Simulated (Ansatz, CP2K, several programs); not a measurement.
Energy against volume for KNbO3 in the cubic perovskite structure, at fixed shape and fractional coordinates, computed by several methods (PBE and r2SCAN, where shown, with plane waves in Ansatz); the cell shown is that of r2SCAN. The symmetry is Pm-3m (No. 221, cubic); a = 3.996 Å in the conventional setting, 12.77 Å³ an atom. K is surrounded by 12 O at 2.83 Å; Nb is surrounded by 6 O at 2.00 Å; O is surrounded by 2 Nb at 2.00 Å and 4 K at 2.83 Å. No spin polarisation and no zero-point or thermal motion. Energies count from each curve's lowest point; fits are third-order Birch-Murnaghan.

Space group Pm-3m (No. 221). a = 3.996 Å, b = 3.996 Å, c = 3.996 Å, α = 90.00°, β = 90.00°, γ = 90.00°
```
atom  site  symmetry       x       y       z
   K    1a      m-3m  0.0000  0.0000  0.0000
  Nb    1b      m-3m  0.5000  0.5000  0.5000
   O    3c    4/mm.m  0.5000  0.5000  0.0000
```

PBE, on the shape of its own relaxed cell:
```tsv
V (Å³/atom)	E (meV/atom)
12.271	28.92
12.663	6.86
13.055	0.00
13.446	6.05
13.838	23.06
```
V₀ = 13.06 Å³ an atom and B₀ = 175 GPa.

Question: PBE/DZVP (CP2K), on the shape of the cell shown, gives
```csv
V (Å³/atom),E (meV/atom)
11.234,187.29
12.000,54.36
12.766,0.00
13.532,3.96
14.298,47.93
```
What equilibrium volume and bulk modulus follow?

Answer: V₀ = 13.09 Å³ an atom and B₀ = 176 GPa.

light PBE (260 eV and a coarse mesh), on the shape of the cell shown:
```tsv
V (Å³/atom)	E (meV/atom)
11.745	155.86
12.255	60.60
12.766	0.00
13.277	88.97
13.787	92.24
14.298	139.08
```
The points scatter about the fit by more than 0.3 meV an atom, since at so low a cutoff the number of plane waves jumps with the volume, so no fit is quoted.

PBE/SZV (CP2K), on the shape of the cell shown:
```csv
V (Å³/atom),E (meV/atom)
11.234,323.28
12.000,132.70
12.766,32.75
13.532,0.00
14.298,13.69
```
V₀ = 13.65 Å³ an atom and B₀ = 167 GPa.

Question: r2SCAN, on the shape of its own relaxed cell, gives
```csv
V (Å³/atom),E (meV/atom)
12.000,31.15
12.383,7.33
12.766,0.00
13.149,6.70
13.532,25.31
```
What equilibrium volume and bulk modulus follow?

Answer: V₀ = 12.76 Å³ an atom and B₀ = 195 GPa.
